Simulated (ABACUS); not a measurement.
# Sc: equation of state with PBE

Sc:

```
Sc
1.0
     3.30900    0.00000    0.00000
    -1.65450    2.86568    0.00000
     0.00000    0.00000    5.27330
Sc
2
Direct
  0.66667 0.33333 0.75000
  0.33333 0.66667 0.25000
```

- Program: ABACUS 3.10.1
- Task: equation of state
- Functional: PBE
- Potentials or basis: PseudoDojo NC SR 0.4.1 PBE standard
- Cutoff: 1361 eV
- Density cutoff: 5442 eV
- Basis: DZP LCAO (the cutoffs set its grid)
- k mesh: 9 × 9 × 5
- Occupations: fermi-dirac, width 0.05 eV
- Spin: no spin polarisation
- Orbital files: Sc Sc_confined-atom_8au_3s2p2d1f.orb
- Radial cutoff of the potentials (pseudo_rcut): 10 bohr
- SCF threshold on the density: 1e-07
- Max SCF steps: 100
- Eigensolver: genelpa
- Mixing: broyden
- Mixing share: 0.7
- Symmetry key: 1
- Bands: 15

- Equilibrium volume: 24.80 Å³/atom
- Bulk modulus at fixed shape and positions: 55 GPa
- Pressure derivative of the bulk modulus: 3.3

Energy against volume, from the lowest point:
| volume (Å³/atom) | energy (meV/atom) |
| --- | --- |
| 23.502 | 12.38 |
| 24.002 | 4.37 |
| 24.502 | 0.38 |
| 25.002 | 0.00 |
| 25.502 | 2.98 |
| 26.002 | 8.96 |
| 26.502 | 17.80 |

All runs of the series together: 45 s on 4 threads of Intel(R) Xeon(R) CPU @ 2.60GHz (Ice Lake), on a shared host.

Caveat: the atomic orbitals were generated for these runs and aren't a published set; the cell was scaled at fixed shape and fractional positions, which overstates the stiffness of a crystal with free parameters, most of all of layers and chains; the basis of atomic orbitals isn't converged, which shifts pressures, moduli and gaps.
